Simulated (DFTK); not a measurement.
## InP in DFTK: the effect of functional

The system is InP.

```
In P
1.0
     0.00000    2.93050    2.93050
     2.93050    0.00000    2.93050
     2.93050    2.93050    0.00000
In P
1 1
Direct
  0.00000 0.00000 0.00000
  0.75000 0.75000 0.75000
```

Alike in all runs:

| Property | Result |
| --- | --- |
| Program | DFTK 0.8.2 |
| Task | band structure |
| Potentials or basis | SG15 1.2 (PBE) |
| Cutoff | 1225 eV |
| k mesh | 7 × 7 × 7 |
| Occupations | fermi-dirac, width 0.05 eV |
| Spin | no spin polarisation |

```tsv
functional	gap on the mesh (eV)
LDA	?
PBEsol	0.63
r2SCAN	0.76
BJ06	0.80
```

Problem. What does the run with functional LDA give?

Solution. gap on the mesh 0.53 eV.

Caveats: spin-orbit coupling is left out, which moves the levels of the heavy elements; the program leaves the constant c of mgga_x_tb09 at 1, so the potential is Becke-Johnson's (BJ06) and not Tran and Blaha's, with levels but no total energy (some runs); the program warned that the kinetic-energy density falls under its von Weizsäcker bound, which can give unphysical results (some runs).

